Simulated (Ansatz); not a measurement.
Runs of Ansatz 0.2.0 on Si2W. The structure is hexagonal, space group P6_222 (No. 180). Conventional cell: a = 4.617 Å, b = 4.617 Å, c = 6.653 Å, α = 90.00°, β = 90.00°, γ = 120.00°. Around W (site symmetry 222) lie 10 Si at 2.59 to 2.69 Å. Around Si (site symmetry 2) lie 5 Si at 2.57 to 2.69 Å and 5 W at 2.59 to 2.69 Å. Measurements of this composition are mostly on another form, of space group No. 139.

```csv
task,level,cell,cutoff (eV),smearing,points for each segment of the path,gap on the mesh (eV),pressure (GPa),relaxed volume (Å³/atom),largest force (eV/Å)
relaxation of cell and atoms,BLYP+D3(BJ),relaxed,420,fermi-dirac 0.05 eV,-,(a),0.0,13.17,-
band structure,r2SCAN,as given,500,fermi-dirac 0.05 eV,10,(b),-5.1,-,-
relaxation of cell and atoms,revPBE+D3(BJ),relaxed,420,fermi-dirac 0.05 eV,-,0.24,0.0,12.96,-
single point,PBE,as given,420,gaussian 0.014 eV,-,0.23,-0.5,-,0.01
single point,PBE,as given,420,gaussian 0.013 eV,-,0.23,-0.5,-,0.01
```

Alike in all rows: potentials or basis Ansatz PAW; no spin polarisation; k mesh 7 × 7 × 4.

Problem. Fill in the values left out.

Solution. (a) 0.22; (b) 0.33.

Caveats: spin-orbit coupling is left out, which moves the levels of the heavy elements; odd divisions of the mesh miss points on the zone boundary, where band edges often lie, so the gap on the mesh can be too wide (some runs); the PAW data sets come from PBE, with cores solved anew for the run's functional, which leaves a small shift of forces and pressure (some runs); the plane-wave basis is chosen anew once the cell has moved, so the energies of steps on either side of that aren't comparable (some runs); the k mesh misses the band edges, so the gap on the mesh is wider than the one along the path (some runs).

A k mesh can miss the band edges, and the runs leave out spin-orbit coupling on W.
